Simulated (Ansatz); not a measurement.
# Pt: the cost of one run

Program: Ansatz 0.2.0. Level of theory: DFT PBEsol, scalar-relativistic, plane waves, PAW. These are calculated values, not measurements.

The COD entry's cell or inner coordinates are ideal or old and differ from later refinements, so a difference from it is no clean test against experiment.

2 further runs of the same task are left out: 2 set aside as unsound or not needed.

## Step 1: Starting point

It takes space group Fm-3m (No. 225, cubic). Conventional cell: a = 3.918 Å, b = 3.918 Å, c = 3.918 Å, α = 90.00°, β = 90.00°, γ = 90.00°. Around Pt (site symmetry m-3m) lie 12 Pt at 2.77 Å.

Coordinates:

```
Pt
1.0
    -1.95903   -1.95903    0.00000
     1.95903   -1.95903    0.00000
     0.00000    0.00000   11.75418
Pt
6
Direct
  0.00000 0.00000 0.00000
  0.50000 0.50000 0.16667
  0.00000 0.00000 0.33333
  0.50000 0.50000 0.50000
  0.00000 0.00000 0.66667
  0.50000 0.50000 0.83333
```

It is built from the cell relaxed beforehand with the same method (15.04 Å³/atom).

## Step 2: Zero of the scan

input.yaml

```yaml
crystal:
  lattice:
    - [-1.9590303458, -1.9590303458, 0.0]
    - [1.9590303458, -1.9590303458, 0.0]
    - [0.0, 0.0, 11.7541820748]
  atoms:
    - { symbol: Pt, position: [0.0, 0.0, 0.0] }
    - { symbol: Pt, position: [0.5, 0.5, 0.1666666667] }
    - { symbol: Pt, position: [0.0, 0.0, 0.3333333333] }
    - { symbol: Pt, position: [0.5, 0.5, 0.5] }
    - { symbol: Pt, position: [0.0, 0.0, 0.6666666667] }
    - { symbol: Pt, position: [0.5, 0.5, 0.8333333333] }
basis:
  ecutwfc: 420
kpoints:
  mp_grid: { grid: [21, 21, 5] }
hamiltonian:
  xc: pbesol
scf:
  occupations: { method: gaussian, width: 0.15 }
output:
  forces: true
  stress: true
  eigenvalues: true
```

The run is started by

```bash
ansatz run input.yaml --threads 2 --pin off --max-ram 5120MiB --backend cpu --events-out ev --progress --plain --runs-dir out
```

Q: Estimate wall time and peak memory on 2 threads of Arm Neoverse V2, shared host.

About 21 s, with a peak of 0.92 GiB.
